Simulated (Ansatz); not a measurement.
ZnS at -1 GPa: from Born charge to LO–TO splitting and polaron coupling

These are results of DFT PBE, scalar-relativistic, plane waves, PAW in Ansatz, not measurements. Settings: 420 eV plane-wave cutoff, Γ-centred 10×10×10 mesh, fixed occupations. No spin polarisation. Phonons by linear response, acoustic sum rule imposed.

The cell, relaxed at -1 GPa:
```cif
data_structure
_symmetry_space_group_name_H-M 'F-43m'
_symmetry_Int_Tables_number 216
_cell_length_a 5.4703
_cell_length_b 5.4703
_cell_length_c 5.4703
_cell_angle_alpha 90.000
_cell_angle_beta 90.000
_cell_angle_gamma 90.000
_cell_volume 163.70
loop_
_atom_site_label
_atom_site_type_symbol
_atom_site_symmetry_multiplicity
_atom_site_Wyckoff_symbol
_atom_site_fract_x
_atom_site_fract_y
_atom_site_fract_z
_atom_site_occupancy
Zn1 Zn 4 a 0.00000 0.00000 0.00000 1
S1 S 4 c 0.25000 0.25000 0.25000 1
```

Linear response gives ν_TO = 253.2 cm⁻¹, Born charges ±2.043 e (positive on Zn) and ε∞ = 5.961. The primitive cell holds 40.924 Å³, and the masses are 65.380 and 32.060 amu.

Question: Find ν_LO and the static dielectric constant.

Answer: The long-wave field adds a restoring force: ω_LO² − ω_TO² = Z*²e²/(ε_vac ε∞ μV). In these units ν_LO² − ν_TO² = 4.92064×10⁷ Z*²/(μ V ε∞) cm⁻², with μ = m₁m₂/(m₁ + m₂) = 21.512 amu: 39144 cm⁻². So ν_LO = √(253.2² + 39144) = 321.3 cm⁻¹, and the run gives 321.3. Lyddane–Sachs–Teller then gives ε0 = ε∞ (ν_LO/ν_TO)² = 9.60, against 9.60 in the run (it forms both from the same three quantities, so the match checks the arithmetic only). Between ν_TO and ν_LO the dielectric function is negative and an undamped crystal reflects fully: a reststrahlen band from 31.1 to 39.5 μm.

Question: What do the Clausius–Mossotti polarisability and the Szigeti charge come to?

Answer: With the Lorentz local field, α = (3V/4π)(ε∞ − 1)/(ε∞ + 2) = 6.09 Å³ for the pair, and e_S = 3Z*/(ε∞ + 2) = 0.77 e. The Born charge includes the electrons' response to the dipole's own local field, and e_S takes that enhancement out. The Lorentz field assumes point-like polarisable ions, a poor picture once ε∞ is this large, since the electron clouds then overlap or are shared, so both numbers are formal here.

Question: How strongly does a slow electron couple to the LO mode?

Answer: For one isotropic parabolic band, Fröhlich's constant is α_F = (1/ε∞ − 1/ε0) √(m* Ry/ħω_LO), with Ry = 13.606 eV, ħω_LO = 39.8 meV and m* in free-electron masses: α_F = 0.0636 × 18.48 × √m* = 1.18 √m*. The band mass isn't part of this run; for m* = 0.1, 0.3 and 1 it gives 0.37, 0.64, 1.18. In weak coupling the polaron lies α_F ħω_LO below the band edge (26 meV at m* = 0.3) with a mass m*(1 + α_F/6); past α_F of about 5 or 6 that expansion fails. A semilocal functional's ε∞ tends to be too large, which taken alone lowers α_F.

Cost: 1 run of about 1.4 core-minutes, on Arm Neoverse V1 (shared hosts).

The Born charge lies close to the nominal valence of two, but this doesn't make ZnS a fully ionic crystal. It is a dynamical charge: as the sublattices move, the mixing of S 3p with Zn 4s and 4p states changes and electrons shift along the polar covalent bonds. The resulting dipole opens a clear LO–TO gap, yet electronic polarisation still contributes more to the static dielectric constant than the lattice does. This strong electronic screening also keeps the Fröhlich coupling modest.

Both zone-centre frequencies fall below the well-known values for zincblende ZnS at ambient pressure, probably because the imposed tension and PBE's tendency to overestimate bond lengths both soften the bonds.

For a light electron in the s-like conduction-band minimum, the coupling suggests a large, mobile polaron rather than one self-trapped by the polar mode. The estimate doesn't carry over directly to holes, since the p-like valence-band top is degenerate and warped, and short-range deformation coupling may also matter there.
